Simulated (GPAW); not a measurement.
## NdH2 in GPAW: convergence with plane-wave cutoff (eV)

Input of the first run (plane-wave cutoff (eV) 300); the others differ in this setting and in those tied to it:

File run.py:

```python
from ase import Atoms
from ase.dft.bandgap import bandgap
from ase.io import write
from ase.units import GPa
from gpaw import GPAW, PW

atoms = Atoms(['Nd', 'H', 'H'],
              cell=[[0.0, 2.735, 2.735],
                    [2.735, 0.0, 2.735],
                    [2.735, 2.735, 0.0]],
              scaled_positions=[[0.0, 0.0, 0.0],
                                [0.75, 0.75, 0.75],
                                [0.25, 0.25, 0.25]],
              pbc=True)
atoms.set_initial_magnetic_moments([3.0, 0.0, 0.0])

calc = GPAW(mode=PW(300),
            xc='MGGA_X_R2SCAN+MGGA_C_R2SCAN',
            kpts={'size': (6, 6, 6), 'gamma': True},
            occupations={'name': 'fermi-dirac', 'width': 0.05},
            nbands=21,
            convergence={'density': 1e-05, 'energy': 1e-05},
            maxiter=100,
            txt='gpaw.txt')
atoms.calc = calc
energy = atoms.get_potential_energy()
forces = atoms.get_forces()
stress = atoms.get_stress()
calc.write('gs.gpw')
write('result.traj', atoms)
print(f'Energy: {energy:.6f} eV')
print('Forces (eV/A):')
print(forces.round(4))
print('Stress (GPa):', (stress / GPa).round(3))
print('Moments:', calc.get_magnetic_moments().round(3))
print('Fermi level:', round(calc.get_fermi_level(), 4), 'eV')
print(f'Gap: {bandgap(calc)[0]:.4f} eV, direct: {bandgap(calc, direct=True)[0]:.4f} eV')
```

Potentials or basis: GPAW PAW data sets (gpaw-data 1.2.1), pw.

Command:

```console
$ OMP_NUM_THREADS=1 python run.py
```

Hardware: 1 thread of Arm Neoverse V1, with other jobs on the host.

```csv
plane-wave cutoff (eV),"energy less the tightest run, at zero smearing (meV/atom)",pressure (GPa),largest site moment (μB),SCF cycles,CPU time (s),peak memory (GiB)
300,107.22,0.55,3.22,15,38,0.9
350,75.38,0.44,3.23,16,71,0.91
400,46.85,0.44,3.24,16,75,0.91
500,13.30,1.68,3.25,16,65,0.92
600,7.33,2.04,3.25,16,140,0.94
700,3.41,2.03,3.25,16,130,0.95
800,1.19,2.18,3.25,16,200,0.98
1000,0.53,2.18,3.25,16,270,1
1200,0.00,2.22,3.25,16,230,1.1
```

Against the tightest run, the energy stays within 1 meV/atom from 1000 on; the pressure stays within 0.1 GPa from 800 on; the largest site moment stays within 0.02 μB from 400 on. The tightest run that finished is the yardstick and may itself not be fully converged.

Caveat, for the tightest run too: one-centre terms of the f shell are cut off; the magnetic or orbital state may not be the lowest; the PAW data sets were made with another functional, which shifts forces and pressure a little; spin-orbit coupling is left out, which moves the levels of the heavy elements; without U or exact exchange the open f shell lies at the Fermi level, which spoils levels, moments and volumes. The state reached can hang on the start; a lower one may exist.
